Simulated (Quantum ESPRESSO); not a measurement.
Crystal: HfO2.

```
CELL_PARAMETERS angstrom
5.21946 0.00000 0.00000
0.00000 5.00476 0.00000
0.00000 0.00000 5.03269
ATOMIC_POSITIONS crystal
Hf 0.96699 0.73252 0.74144
Hf 0.53301 0.73252 0.24144
Hf 0.46699 0.26748 0.74144
Hf 0.03301 0.26748 0.24144
O 0.63213 0.92865 0.87927
O 0.86787 0.92865 0.37927
O 0.23395 0.53988 0.49229
O 0.26605 0.53988 0.99229
O 0.76605 0.46012 0.99229
O 0.73395 0.46012 0.49229
O 0.13213 0.07135 0.87927
O 0.36787 0.07135 0.37927
```

Measurements of this composition are mostly on another form, of space group No. 14.

Base run:

* Program: Quantum ESPRESSO 7.5
* Functional: PBE
* Potentials or basis: SSSP 1.3 efficiency PBE
* Cutoff: 816 eV
* Density cutoff: 5987 eV
* k mesh: 5 × 6 × 5
* Occupations: fermi-dirac, width 0.05 eV
* Spin: no spin polarisation

Its results: band gap on the k mesh 4.48 eV, indirect (least direct gap 4.68 eV); pressure 7.6 GPa; largest force 0.085 eV/Å.

Problem. The run is repeated on the same cell with these changes: functional from PBE to PBEsol; potentials or basis from SSSP 1.3 efficiency PBE to GBRV 1.5 PBEsol; cutoff from 816 eV to 612 eV; density cutoff from 5987 eV to 4898 eV. What comes out?

Solution. Band gap on the k mesh 4.39 eV, indirect (least direct gap 4.61 eV); pressure -0.1 GPa; largest force 0.077 eV/Å.

Caveats: spin-orbit coupling is left out, which moves the levels of the heavy elements; some levels on the path didn't converge (some runs).

A k mesh can miss the band edges.

Not every run made on this cell is shown here.
